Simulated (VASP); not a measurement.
H2: single point with HSE06

Molecule: H2, in a box.

```
CELL_PARAMETERS angstrom
10.00000 0.00000 0.00000
0.00000 10.50000 0.00000
0.00000 0.00000 11.00000
ATOMIC_POSITIONS crystal
H 0.50000 0.50000 0.46553
H 0.50000 0.50000 0.53447
```

- Program: VASP 6.6.1
- Task: single point
- Functional: HSE06
- Potentials or basis: VASP PAW PBE potentials, release 64 (H)
- Cutoff: 520 eV
- k mesh: 1 × 1 × 1
- Occupations: gaussian, width 0.02 eV
- Spin: no spin polarisation
- Grid for exact exchange (PRECFOCK): Fast
- Screening parameter: 0.2 1/A
- Further INCAR settings: ALGO = Normal; EDIFF = 1e-07; NBANDS = 8

The largest force is 0.480 eV/Å and the gap between the frontier levels is 11.35 eV.

Forces on the atoms (eV/Å):
```
H    0.000  0.000  0.480
H    0.000  0.000 -0.480
```

Levels at points of the mesh, in eV from the valence-band top:
| k point | band 1 | band 2 | band 3 | band 4 | band 5 |
| --- | --- | --- | --- | --- | --- |
| (0.00, 0.00, 0.00) | 0.00 | 11.35 | 11.99 | 12.44 | 12.54 |

Wall time 2.6 min on 1 thread of Intel(R) Xeon(R) 6975P-C (Granite Rapids) (shared host), peak memory 0.99 GiB.

Caveat: the PAW data sets were made with another functional, which shifts forces and pressure a little.
